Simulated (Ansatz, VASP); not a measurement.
## One calculation of BeSe4, two programs

```
Be Se
1.0
     3.59610    0.00000    0.00000
    -1.79805    3.11431    0.00000
     0.00000    0.00000    8.59980
Be Se
1 4
Cartesian
  0.0000 0.0000 0.0000
  0.0000 2.0762 7.3455
  0.0000 2.0762 3.4069
  1.7980 1.0381 1.2543
  1.7980 1.0381 5.1929
```

Change from the starting cell: species swapped into the Co4H type (P-3m1, No. 164).

Alike in both runs: functional PBE; k mesh 6 × 6 × 2; occupations gaussian, width 0.1 eV; no spin polarisation.

Ansatz relaxed the structure, and its values are those at the end. VASP's run is a single point on that final structure, the one shown.

|  | VASP | Ansatz |
| --- | --- | --- |
| version | VASP 6.6.1 | Ansatz 0.2.0 |
| potentials or method | VASP PAW PBE potentials, release 64 (Be, Se) | scalar-relativistic, plane waves, PAW |
| plane-wave cutoff (eV) | 520 | 420 |
| valence electrons in the cell | 26 | 66 |

|  | VASP | Ansatz | Ansatz less VASP |
| --- | --- | --- | --- |
| gap on the k mesh at the Fermi level (eV) | none | none | - |
| pressure (GPa) | 0.1 | 0.0 | -0.06 |
| rms of the force components (eV/Å) | 0.009 | 0.007 | -0.0023 |

A gap of «none» marks a metal or a gap that the smearing closes. The two sets of potentials don't hold the same shells in valence.

Caveats: the k mesh is coarse (spacing up to 0.37 Å⁻¹), so the values aren't converged.
